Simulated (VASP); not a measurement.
# TiN (Fm-3m) in VASP: further runs

One crystal, TiN, is run at these levels: r2SCAN; tasks: band structure, optical spectrum.

Program: VASP 6.6.1. These are calculated values, not measurements. Logs are shortened: lines on timing, memory, paths and dates and some standing lists are left out, and cuts for length are marked.

### 1 The crystal as given

Symmetry: Fm-3m, No. 225, cubic system. The conventional cell has a = 4.240 Å, b = 4.240 Å, c = 4.240 Å, α = 90.00°, β = 90.00°, γ = 90.00°. Ti (site symmetry m-3m) has 6 N at 2.12 Å as nearest neighbours. Around N (site symmetry m-3m) lie 6 Ti at 2.12 Å.

### 2 Band structure, r2SCAN

The input, INCAR:

```
SYSTEM = TiN
ALGO = Normal ; EDIFF = 1E-7
ENCUT = 520 ; ISIF = 2
ISMEAR = 0 ; LASPH = .TRUE.
LCHARG = .FALSE. ; LMAXMIX = 4
LMIXTAU = .TRUE. ; LREAL = .FALSE.
LWAVE = .FALSE. ; METAGGA = R2SCAN
NBANDS = 16 ; NELM = 60
PREC = Accurate ; SIGMA = 0.02
```

The input, KPOINTS:

```
k-points
0
G
  12 12 12
  0 0 0
```

The input, POSCAR:

```
TiN                                     
1.0
    0.0000000000      2.1197953210      2.1197953210
    2.1197953210      0.0000000000      2.1197953210
    2.1197953210      2.1197953210      0.0000000000
  Ti              N             
     1     1
Direct
     0.0000000000000000    0.0000000000000000    0.0000000000000000
     0.5000000000000000    0.5000000000000000    0.5000000000000000
```

The input, KPOINTS_OPT:

```
path GXWKGLUWLK,UX
20
line-mode
reciprocal
 0.0000000000  0.0000000000  0.0000000000  G
 0.5000000000  0.0000000000  0.5000000000  X

 0.5000000000  0.0000000000  0.5000000000  X
 0.5000000000  0.2500000000  0.7500000000  W

 0.5000000000  0.2500000000  0.7500000000  W
 0.3750000000  0.3750000000  0.7500000000  K

 0.3750000000  0.3750000000  0.7500000000  K
 0.0000000000  0.0000000000  0.0000000000  G

 0.0000000000  0.0000000000  0.0000000000  G
 0.5000000000  0.5000000000  0.5000000000  L

 0.5000000000  0.5000000000  0.5000000000  L
 0.6250000000  0.2500000000  0.6250000000  U

 0.6250000000  0.2500000000  0.6250000000  U
 0.5000000000  0.2500000000  0.7500000000  W

 0.5000000000  0.2500000000  0.7500000000  W
 0.5000000000  0.5000000000  0.5000000000  L

 0.5000000000  0.5000000000  0.5000000000  L
 0.3750000000  0.3750000000  0.7500000000  K

 0.6250000000  0.2500000000  0.6250000000  U
 0.5000000000  0.0000000000  0.5000000000  X
```

Potentials or basis: VASP PAW PBE potentials, release 64 (Ti_sv, N).

Started as:

```
cat potpaw_PBE.64/Ti_sv/POTCAR potpaw_PBE.64/N/POTCAR > POTCAR
mpirun -np 1 vasp_std > vasp.out
```

OUTCAR:

```text
SYSTEM = TiN
   EDIFF = 1E-7
   ENCUT = 520
   ISIF = 2
   ISMEAR = 0
   LASPH = .TRUE.
   LREAL = .FALSE.
   METAGGA = R2SCAN
   NELM = 60
   PREC = Accurate

 ion  position               nearest neighbor table
   1  0.000  0.000  0.000-   2 2.12   2 2.12   2 2.12   2 2.12   2 2.12   2 2.12
   2  0.500  0.500  0.500-   1 2.12   1 2.12   1 2.12   1 2.12   1 2.12   1 2.12

  LATTYP: Found a face centered cubic cell.
 ALAT       =     4.2395906420

  Lattice vectors:

 A1 = (   0.0000000000,   2.1197953210,   2.1197953210)
 A2 = (   2.1197953210,   0.0000000000,   2.1197953210)
 A3 = (   2.1197953210,   2.1197953210,   0.0000000000)

Analysis of symmetry for initial positions (statically):
=====================================================================
 Subroutine PRICEL returns:
 Original cell was already a primitive cell.

 Routine SETGRP: Setting up the symmetry group for a
 face centered cubic supercell.

 Subroutine GETGRP returns: Found 48 space group operations
 (whereof 48 operations were pure point group operations)
 out of a pool of 48 trial point group operations.

The static configuration has the point symmetry O_h .

Analysis of symmetry for dynamics (positions and initial velocities):
=====================================================================
 Subroutine PRICEL returns:
 Original cell was already a primitive cell.

 Routine SETGRP: Setting up the symmetry group for a
 face centered cubic supercell.

 Subroutine GETGRP returns: Found 48 space group operations
 (whereof 48 operations were pure point group operations)
 out of a pool of 48 trial point group operations.

The dynamic configuration has the point symmetry O_h .

 Subroutine INISYM returns: Found 48 space group operations
 (whereof 48 operations are pure point group operations),
 and found     1 'primitive' translations

----------------------------------------------------------------------------------------

                                     Primitive cell

  volume of cell :      19.0507

  direct lattice vectors                    reciprocal lattice vectors
     0.000000000  2.119795321  2.119795321    -0.235871829  0.235871829  0.235871829
     2.119795321  0.000000000  2.119795321     0.235871829 -0.235871829  0.235871829
     2.119795321  2.119795321  0.000000000     0.235871829  0.235871829 -0.235871829

  length of vectors
     2.997843292  2.997843292  2.997843292     0.408541992  0.408541992  0.408541992
[... 81 lines left out ...]
   EDIFF  = 0.1E-06   stopping-criterion for ELM
   LREAL  =      F    real-space projection
   EDIFFG = 0.1E-05   stopping-criterion for IOM
   NSW    =      0    number of steps for IOM
   IBRION =     -1    ionic relax: 0-MD 1-quasi-New 2-CG
   NFREE  =      0    steps in history (QN), initial steepest desc. (CG)
   ISIF   =      2    stress and relaxation
   ISYM   =      2    0-nonsym 1-usesym 2-fastsym
   POTIM  = 0.5000    time-step for ionic-motion
   TEBEG  =    0.0;   TEEND  =   0.0 temperature during run
   PSTRESS=    0.0 pullay stress
   NELECT =      17.0000    total number of electrons
   NUPDOWN=      -1.0000    fix difference up-down
   EMIN   =  10.00;   EMAX   =-10.00  energy-range for DOS
   EFERMI =   0.00;   METHOD = LEGACY
   ISMEAR =     0;   SIGMA  =   0.02  broadening in eV -4-tet -1-fermi 0-gaus
   EFERMI_NEDOS =   21; number of points for ismear=-14 and -15
   IALGO  =     38    algorithm
   IMIX   =      4    mixing-type and parameters
     AMIX     =   0.40;   BMIX     =  1.00
     AMIX_MAG =   1.60;   BMIX_MAG =  1.00
  volume/ion in A,a.u.               =       9.53        64.28
  Fermi-wavevector in a.u.,A,eV,Ry     =   1.576112  2.978421 33.798648  2.484131
  Thomas-Fermi vector in A             =   2.676995
   LORBIT       =      0    0 simple, 1 ext, 2 COOP (PROOUT), +10 PAW based schemes
   METAGGA = R2SCAN    functional components
   LHFCALC =     F    Hartree Fock is set to
   AEXX    =    0.0000 exact exchange contribution
   IVDW    =     0    specifies the selected vdW correction
   LEPSILON=     F    determine dielectric tensor
   LRPA    =     F    only Hartree local field effects (RPA)
 non-spin polarized calculation
 Gauss-broadening in eV      SIGMA  =   0.02
  energy-cutoff  :      520.00
  volume of cell :       19.05
 maximum number of plane-waves:       532
 NGX is ok and might be reduce to    24
   NGX = 11   NGY = 11   NGZ = 11

 number of electron      17.0000002 magnetization

 Free energy of the ion-electron system (eV)
  ---------------------------------------------------
  ext. energy  EPLUGINS =         0.00000000
  ---------------------------------------------------
  free energy    TOTEN  =       -26.01535965 eV

  energy without entropy =      -26.01489845  energy(sigma->0) =      -26.01512905

 E-fermi :  11.6216     XC(G=0): -13.8871

 val. band max:       11.6160227753   @ k =   0.5000   0.2500   0.0833
 cond. band min:      11.6299322131   @ k =   0.1667   0.0000   0.0000
 fundamental gap:      0.0139094378
 Fermi energy:        11.6216352159

 k-point     1 :       0.0000    0.0000    0.0000
  band No.  band energies     occupation
      1     -48.6996      2.00000
      2     -23.6352      2.00000
      3     -23.6351      2.00000
      4     -23.6351      2.00000
      5      -6.5955      2.00000
      6       9.2885      2.00000
[... 433 lines left out ...]
      3     -23.8034      2.00000
      4     -23.7124      2.00000
      5      -4.3614      2.00000
      6       3.7560      2.00000
[... 8 lines left out ...]
     15      25.3085      0.00000
     16      26.3948      0.00000

 [... further k-points ...]

------------------------ aborting loop because EDIFF is reached ----------------------------------------

  FORCE on cell =-STRESS in cart. coord.  units (eV):
  Direction    XX          YY          ZZ          XY          YZ          ZX
  --------------------------------------------------------------------------------------
  -------------------------------------------------------------------------------------
  Total        0.0000201      0.0000201      0.0000201     -0.0000000     -0.0000000     -0.0000000
  in kB        0.0016865      0.0016865      0.0016865     -0.0000000     -0.0000000     -0.0000000
  external PRESSURE =       0.0016865 kB  Pullay stress =       0.0000000 kB

 VOLUME and BASIS-vectors are now :
 -----------------------------------------------------------------------------
  energy-cutoff  :      520.00
  volume of cell :       19.05
      direct lattice vectors                 reciprocal lattice vectors
     0.000000000  2.119795321  2.119795321    -0.235871829  0.235871829  0.235871829
     2.119795321  0.000000000  2.119795321     0.235871829 -0.235871829  0.235871829
     2.119795321  2.119795321  0.000000000     0.235871829  0.235871829 -0.235871829

 POSITION                                       TOTAL-FORCE (eV/Angst)
 -----------------------------------------------------------------------------------
      0.00000      0.00000      0.00000        -0.000000     -0.000000     -0.000000
      2.11980      2.11980      2.11980         0.000000      0.000000      0.000000
 -----------------------------------------------------------------------------------
    total drift:                                0.000000     -0.000000     -0.000000

  FREE ENERGIE OF THE ION-ELECTRON SYSTEM (eV)
  ---------------------------------------------------
  free  energy   TOTEN  =       -26.0153596532 eV

  energy  without entropy=      -26.0148984459  energy(sigma->0) =      -26.01512905
```

It took 2.2 min on 1 thread of Intel Xeon Platinum 8488C (Sapphire Rapids), shared host; peak memory 0.16 GiB.

Results:

- Free energy: -26.0154 eV
- Pressure: 0.0 GPa
- Band gap along the path: none (metal or under the smearing width)

Levels at the corners of the path, in eV from the Fermi level:
```csv
point,band 4,band 5,band 6,band 7,band 8,band 9,band 10,band 11,band 12,band 13
Γ,-35.26,-18.22,-2.33,-2.33,-2.33,-0.57,-0.57,-0.57,0.63,0.63
X,-35.46,-16.86,-6.22,-3.57,-3.57,-3.05,1.71,2.49,2.49,3.75
X,-35.46,-16.86,-6.22,-3.57,-3.57,-3.05,1.71,2.49,2.49,3.75
W,-35.49,-16.39,-5.82,-5.82,-5.75,0.99,0.99,2.49,3.24,4.04
W,-35.49,-16.39,-5.82,-5.82,-5.75,0.99,0.99,2.49,3.24,4.04
K,-35.41,-16.43,-6.15,-6.09,-4.83,-0.43,2.08,2.42,3.74,3.90
K,-35.41,-16.43,-6.15,-6.09,-4.83,-0.43,2.08,2.42,3.74,3.90
Γ,-35.26,-18.22,-2.33,-2.33,-2.33,-0.57,-0.57,-0.57,0.63,0.63
Γ,-35.26,-18.22,-2.33,-2.33,-2.33,-0.57,-0.57,-0.57,0.63,0.63
L,-35.31,-15.78,-8.46,-5.87,-5.87,1.78,1.78,2.49,5.99,5.99
L,-35.31,-15.78,-8.46,-5.87,-5.87,1.78,1.78,2.49,5.99,5.99
U,-35.41,-16.43,-6.15,-6.09,-4.83,-0.43,2.08,2.42,3.74,3.90
U,-35.41,-16.43,-6.15,-6.09,-4.83,-0.43,2.08,2.42,3.74,3.90
W,-35.49,-16.39,-5.82,-5.82,-5.75,0.99,0.99,2.49,3.24,4.04
W,-35.49,-16.39,-5.82,-5.82,-5.75,0.99,0.99,2.49,3.24,4.04
L,-35.31,-15.78,-8.46,-5.87,-5.87,1.78,1.78,2.49,5.99,5.99
L,-35.31,-15.78,-8.46,-5.87,-5.87,1.78,1.78,2.49,5.99,5.99
K,-35.41,-16.43,-6.15,-6.09,-4.83,-0.43,2.08,2.42,3.74,3.90
U,-35.41,-16.43,-6.15,-6.09,-4.83,-0.43,2.08,2.42,3.74,3.90
X,-35.46,-16.86,-6.22,-3.57,-3.57,-3.05,1.71,2.49,2.49,3.75
```

Caveat: the PAW data sets were made with another functional, which shifts forces and pressure a little.

(Part 1 of 2 ends here.)
